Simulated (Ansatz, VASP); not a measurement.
C: VASP beside Ansatz

The input INCAR:

```
  PREC = Accurate
  ENCUT = 520
  EDIFF = 1E-6
  ISMEAR = 0
  SIGMA = 0.05
  LREAL = F
  LASPH = T
  NELM = 100
  ALGO = Normal
  ISIF = 2
  LWAVE = F
  LCHARG = F
  GGA = PE
  NBANDS = 26
```

KPOINTS

```
regular mesh
0
Gamma
  12 12 4
```

POSCAR

```
C
1.0
    2.5809689538      0.0000000000      0.0000000000
   -1.2904844769      2.2351846804      0.0000000000
    0.0000000000      0.0000000000      8.7198175910
C
8
Direct
    0.0000000000      0.0000000000      0.0929681641
    0.0000000000      0.0000000000      0.5929681641
    0.0000000000      0.0000000000      0.4070318359
    0.0000000000      0.0000000000      0.9070318359
    0.3333333333      0.6666666667      0.1555285626
    0.6666666667      0.3333333333      0.6555285626
    0.3333333333      0.6666666667      0.3444714374
    0.6666666667      0.3333333333      0.8444714374
```

Input for Ansatz:

```yaml
crystal:
  lattice:
    - [2.5809689538, 0.0, 0.0]
    - [-1.2904844769, 2.2351846804, 0.0]
    - [0.0, 0.0, 8.719817591]
  atoms:
    - { symbol: C, position: [0.0, 0.0, 0.0929681641] }
    - { symbol: C, position: [0.0, 0.0, 0.5929681641] }
    - { symbol: C, position: [0.0, 0.0, 0.4070318359] }
    - { symbol: C, position: [0.0, 0.0, 0.9070318359] }
    - { symbol: C, position: [0.3333333333, 0.6666666667, 0.1555285626] }
    - { symbol: C, position: [0.6666666667, 0.3333333333, 0.6555285626] }
    - { symbol: C, position: [0.3333333333, 0.6666666667, 0.3444714374] }
    - { symbol: C, position: [0.6666666667, 0.3333333333, 0.8444714374] }
basis:
  ecutwfc: 420
kpoints:
  mp_grid: { grid: [12, 12, 4] }
hamiltonian:
  xc: pbe
scf:
  occupations: { method: gaussian, width: 0.05 }
output:
  forces: true
  stress: true
  eigenvalues: true
```

Change from the starting cell: strain +0.025 along x and y, +0.050 along z, atoms carried along.

Alike in both runs: task single point; functional PBE; k mesh 12 × 12 × 4; occupations gaussian, width 0.05 eV; no spin polarisation.

|  | VASP | Ansatz |
| --- | --- | --- |
| version | VASP 6.6.1 | Ansatz 0.2.0 |
| potentials or method | VASP PAW PBE potentials, release 64 (C) | scalar-relativistic, plane waves, PAW |
| plane-wave cutoff (eV) | 520 | 420 |
| valence electrons in the cell | 32 | 32 |

|  | VASP | Ansatz | Ansatz less VASP |
| --- | --- | --- | --- |
| gap on the k mesh at the Fermi level (eV) | 4.46 | 4.47 | +0.009 |
| least direct gap on the mesh (eV) | 4.65 | 4.65 | +0.006 |
| pressure (GPa) | -34.8 | -35.2 | -0.33 |
| largest component of the traceless stress (GPa) | 14.99 | 14.91 | -0.082 |
| rms of the force components (eV/Å) | 0.090 | 0.095 | +0.0045 |

Atom by atom the forces differ by 0.005 eV/Å (rms over components). With one functional, cell and mesh, what is left measures potentials, basis and numerics.

Caveats: the cell as given lies far from equilibrium; so large a pressure means that the cell lies far from this level's equilibrium, or that cutoff or potentials fall short (VASP).
